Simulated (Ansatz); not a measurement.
# VN (rocksalt type): how the settings move a single-point run

Aim: see which settings change the result for VN (rocksalt type), by how much, and at what cost.

Computed with Ansatz 0.2.0 (reference: DFT, PBEsol, PAW with Ansatz's default frozen-core files, scalar-relativistic, unless a step's input says otherwise).

### Step 1. The structure to begin with

Symmetry: Fm-3m, No. 225, cubic system. The conventional cell has a = 3.904 Å, b = 3.904 Å, c = 3.904 Å, α = 90.00°, β = 90.00°, γ = 90.00°. Around V (site symmetry m-3m) lie 6 N at 1.95 Å. N (site symmetry m-3m) is surrounded by 6 V at 1.95 Å.

As a file:

```cif
data_structure
_symmetry_space_group_name_H-M 'P 1'
_symmetry_Int_Tables_number 1
_cell_length_a 2.7609
_cell_length_b 2.7609
_cell_length_c 2.7609
_cell_angle_alpha 60.000
_cell_angle_beta 60.000
_cell_angle_gamma 60.000
_cell_volume 14.88
loop_
_atom_site_label
_atom_site_type_symbol
_atom_site_fract_x
_atom_site_fract_y
_atom_site_fract_z
_atom_site_occupancy
V1 V 0.00000 0.00000 0.00000 1
N1 N 0.50000 0.50000 0.50000 1
```

### Step 2. Reference

input.yaml reads:

```yaml
crystal:
  lattice:
    - [0.0, 1.9522229057, 1.9522229057]
    - [1.9522229057, 0.0, 1.9522229057]
    - [1.9522229057, 1.9522229057, 0.0]
  atoms:
    - { symbol: V, position: [0.0, 0.0, 0.0] }
    - { symbol: "N", position: [0.5, 0.5, 0.5] }
kpoints:
  mp_grid: { grid: [17, 17, 17] }
scf:
  occupations: { method: fermi_dirac, width: 0.1 }
hamiltonian:
  xc: pbesol
  pseudopotentials: { kind: paw }
output:
  forces: true
  stress: true
  eigenvalues: true
  populations: true
```

On the command line:

```bash
ansatz run input.yaml --threads 1 --pin off --max-ram 2048MiB --backend cpu --events-out ev --progress --plain --runs-dir out
```

### Step 3. Variant: mp_grid.shift [0.5, 0.5, 0.5], ecutwfc 400 eV

input.yaml: that of step 2 with these lines changed.

```diff
@@ -9,3 +9,3 @@
 kpoints:
-  mp_grid: { grid: [17, 17, 17] }
+  mp_grid: { grid: [17, 17, 17], shift: [0.5, 0.5, 0.5] }
 scf:
@@ -20 +20,3 @@
   populations: true
+basis:
+  ecutwfc: "400 eV"
```

**Question.** What will these runs give? Wanted: for each run, ending; energy change; pressure; gap; force.

The runs gave:

```
                                             run     ending  energy change  pressure (GPa)  gap (eV)  force (eV/Å)  cycles   time
                                       reference  converged              0            57.5      0.00          0.00       6  3.7 s
1: mp_grid.shift [0.5, 0.5, 0.5], ecutwfc 400 eV  converged  +3.0 meV/atom            57.4      0.00          0.00       6  9.7 s
```

Residual by cycle in the longest SCF loop of each run; runs are numbered as in the table. The quantity is the density residual dr2, in eV.

```
cycle  reference    run 1
    1     0.0288   0.0296
    2     0.0132   0.0135
    3     2.9e-4   2.9e-4
    4     2.6e-6   2.5e-6
    5     3.2e-9   3.2e-9
    6    3.6e-11  5.2e-11
```

What this shows: Changing the k-point mesh and cutoff moves the energy by +3.0 meV/atom. More than one kind of setting changed, and this run alone doesn't tell their shares apart. The log warns that the cutoff is under what these potentials recommend, so the shift holds truncation error. Cost: 9.7 s against 3.7 s. Run 1 ran under the cutoff that the potentials recommend, as the log warns, so basis error is mixed into its values. The structure is not at rest: the sound run finds 58 GPa, so these are no properties of the relaxed crystal. The reference has no spin polarisation; with V present, a magnetic state may lie lower.
